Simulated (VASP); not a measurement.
Write the native input for VASP 6.6.1 that does the following.

```yaml
Task: single point
Functional: PBE
Potentials_or_basis: VASP PAW PBE potentials, release 64 (Fe)
Cutoff: 520 eV
k_mesh: 6 × 6 × 4
Occupations: gaussian, width 0.1 eV
Spin: collinear spin, typed start
Starting_moments: "[-1.82, 1.82] μB"
Dipole_correction: no
Further_INCAR_settings: ALGO = Normal; EDIFF = 1e-07; NBANDS = 19
```

The structure of Fe lies in POSCAR:

```
Fe
1.0
    1.7000753688     -1.7262356591      0.0000000000
    1.7000753688      1.7262356591      0.0000000000
    0.0000000000      0.0000000000      3.7097032485
Fe
2
Direct
    0.5000000000      0.5000000000      0.5000000000
    0.0000000000      0.0000000000      0.0000000000
```

This isn't the form of Fe at room conditions, which is bcc.

These files were run (other wordings do the same):

INCAR

```
ALGO     = Normal         # electronic algorithm
EDIFF    = 1E-7           # SCF threshold, eV
ENCUT    = 520            # plane-wave cutoff, eV
GGA      = PE             # functional
ISIF     = 2              # what is computed and relaxed
ISMEAR   = 0              # smearing method
ISPIN    = 2              # spin polarisation
LASPH    = True           # aspherical terms in the spheres
LCHARG   = False          # write CHGCAR
LMAXMIX  = 4              # l up to which the mixer works
LORBIT   = 11             # projections on sites
LREAL    = False          # projectors in reciprocal space
LWAVE    = False          # write WAVECAR
MAGMOM   = -1.82 1.82     # initial moments
NBANDS   = 19             # bands
NELM     = 150            # most SCF steps
PREC     = Accurate       # precision mode
SIGMA    = 0.1            # smearing width, eV
```

KPOINTS

```
k-points
0
Gamma
  6 6 4
```

Potentials or basis: VASP PAW PBE potentials, release 64 (Fe).

The run is started by

```bash
$ cat potpaw_PBE.64/Fe/POTCAR > POTCAR
$ mpirun -np 1 vasp_std > vasp.out
```

Results of the run:

```
Pressure                                              : -0.8 GPa
Band gap on the k mesh                                : none (metal or under the smearing width)
Net moment                                            : 0.00 μB per cell
Site moments                                          : Fe -1.71, +1.71 μB
Valence electrons inside the program's atomic spheres : Fe 7.35
```

Caveat: the k mesh is coarse (spacing up to 0.43 Å⁻¹), so the values aren't converged.

Wall time 41 s on 1 thread of Intel(R) Xeon(R) Platinum 8259CL CPU @ 2.50GHz (Skylake/Cascade Lake), with other jobs on the host, peak memory 0.14 GiB.
